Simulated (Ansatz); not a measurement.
NaBr:
```yaml
crystal:
  lattice:
    - [0.00000, 2.97373, 2.97373]
    - [2.97373, 0.00000, 2.97373]
    - [2.97373, 2.97373, 0.00000]
  atoms:
    - { symbol: Na, position: [0.00000, 0.00000, 0.00000] }
    - { symbol: Br, position: [0.50000, 0.50000, 0.50000] }
```

Relaxed with r²SCAN. Special points in fractions of this cell's reciprocal vectors: Γ (0.000, 0.000, 0.000); X (0.500, 0.000, 0.500); U (0.625, 0.250, 0.625); K (0.375, 0.375, 0.750); L (0.500, 0.500, 0.500); W (0.500, 0.250, 0.750).

### Question
List the band energies nearest the valence-band maximum at these points for r²SCAN with spin–orbit coupling in the plane-wave PAW code Ansatz.

### Answer
In eV from the valence-band maximum; about four levels below and three above (degenerate sets whole), none deeper than 8.9 eV; points with the same levels are listed once.

```
k                    below                              above
-  -----------------------  ---------------------------------
Γ      0.00 0.00 0.00 0.00  4.82 4.82 10.36 10.36 10.36 10.36
X  -0.98 -0.98 -0.71 -0.71                6.82 6.82 7.40 7.40
U  -1.39 -1.39 -0.70 -0.70                7.51 7.51 8.62 8.62
L  -0.60 -0.60 -0.30 -0.30  6.69 6.69 10.12 10.12 10.12 10.12
W  -1.38 -1.38 -0.96 -0.96                8.25 8.25 9.30 9.30
```

Space group Fm-3m (rock salt). The r²SCAN relaxation kept the symmetry of its start; phonons on a q-mesh show no instability.

Potentials: the later of the program's two PAW sets.
